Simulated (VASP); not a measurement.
The system is LaH3.

```
CELL_PARAMETERS angstrom
0.00000 2.78648 2.78648
2.78648 0.00000 2.78648
2.78648 2.78648 0.00000
ATOMIC_POSITIONS crystal
La 0.00000 0.00000 0.00000
H 0.25000 0.25000 0.25000
H 0.75000 0.75000 0.75000
H 0.50000 0.50000 0.50000
```

The cell comes from a database or a generator and needn't be the stable form of this composition.

```yaml
Program: VASP 6.6.1
Task: single point
Functional: LDA
Potentials_or_basis: VASP PAW LDA potentials, release 64 (La, H)
Cutoff: 900 eV
k_mesh: 7 × 7 × 7
Occupations: gaussian, width 0.02 eV
Spin: no spin polarisation
```

On this cell: pressure -4.7 GPa; largest force zero by symmetry; band gap on the k mesh none (metal or under the smearing width).

The same run follows on a disturbed copy (grid = ENCUT=900 k=7x7x7 ISMEAR=0 SIGMA=0.02 PREC=Accurate EDIFF=1e-08 LREAL=False ADDGRID=False LASPH=True; atoms moved at random, drawn with an rms of 0.1 Å):

```xyz
4
Lattice="0.0000 2.7865 2.7865 2.7865 0.0000 2.7865 2.7865 2.7865 0.0000" Properties=species:S:1:pos:R:3 pbc="T T T"
La   -0.0205   -0.0108   -0.0037
H     1.2907    1.3625    1.3395
H     4.1877    4.2402    4.1681
H     2.8167    2.7665    2.8081
```

Task: What does the disturbed cell give?

Result: The energy (extrapolated to zero smearing) moves by +6.8 meV/atom; pressure -4.5 GPa; largest force 0.332 eV/Å; band gap on the k mesh 0.04 eV, indirect (least direct gap 0.21 eV).

Forces in eV/Å, atoms in the order of the input:
```
La  -0.154  0.075 -0.134
H    0.274  0.081  0.170
H   -0.052 -0.204  0.018
H   -0.068  0.048 -0.054
```

Stress tensor (GPa, compression positive):
```
-4.49  0.44  0.63
 0.44 -4.47  0.63
 0.63  0.63 -4.47
```

Caveats: spin-orbit coupling is left out, which moves the levels of the heavy elements (some runs); an odd mesh through Γ misses points on the zone boundary, where band edges often lie (some runs).
